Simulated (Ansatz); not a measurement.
A plane-wave DFT run in Ansatz 0.2.0 (scalar-relativistic PAW potentials unless the input names others): input and command.

```yaml
crystal:
  lattice:
    - [-1.604902516, 1.604902516, 3.9941774665]
    - [1.604902516, -1.604902516, 3.9941774665]
    - [1.604902516, 1.604902516, -3.9941774665]
  atoms:
    - { symbol: Al, position: [0.6590940354, 0.6590940354, 0.0] }
    - { symbol: Al, position: [0.3409059646, 0.3409059646, 0.0] }
    - { symbol: Ru, position: [0.0, 0.0, 0.0] }
basis:
  ecutwfc: 500
kpoints:
  mp_grid: { grid: [24, 24, 24] }
hamiltonian:
  xc: b3-lyp
scf:
  occupations: { method: gaussian, width: 0.15 }
  max_iter: 75
output:
  forces: true
  eigenvalues: true
  stress: true
```

```bash
ansatz run input.yaml --threads 1 --pin off --max-ram 2560MiB --backend cpu --events-out ev --progress --plain --runs-dir out
```

**Question.** What will the program do with this input?

**Answer.** The program refuses it, because of an unknown functional (hamiltonian.xc: "r2scan" → "b3-lyp"; the functional meant is spelt b3lyp). With the sound run's settings it is accepted.

Abridged log:
```
Error: YAML parse error: error: line 15 column 7: hamiltonian.xc: unknown variant `b3-lyp`, expected one of `lda`, `lda-pw`, `pw92`, `pbe`, `pbesol`, `rpbe`, `revpbe`, `blyp`, `pbe0`, `revpbe0`, `b3lyp`, `b3lyp5`, `hse06`, `wpbeh`, `hiss`, `lc_wpbe`, `cam_b3lyp`, `hf`, `r2scan`, `r2scanh`, `r2scan0`, `r2scan50`, `mr2scan`
  --> <input>:15:7
   |
13 |   mp_grid: { grid: [24, 24, 24] }
14 | hamiltonian:
15 |   xc: b3-lyp
   |       ^ hamiltonian.xc: unknown variant `b3-lyp`, expected one of `lda`, `lda-pw`, `pw92`, `pbe`, `pbesol`, `rpbe`, `revpbe`, `blyp`, `pbe0`, `revpbe0`, `b3lyp`, `b3lyp5`, `hse06`, `wpbeh`, `hiss`, `lc_wpbe`, `cam_b3lyp`, `hf`, `r2scan`, `r2scanh`, `r2scan0`, `r2scan50`, `mr2scan`
16 | scf:
17 |   occupations: { method: gaussian, width: 0.15 }
   |
```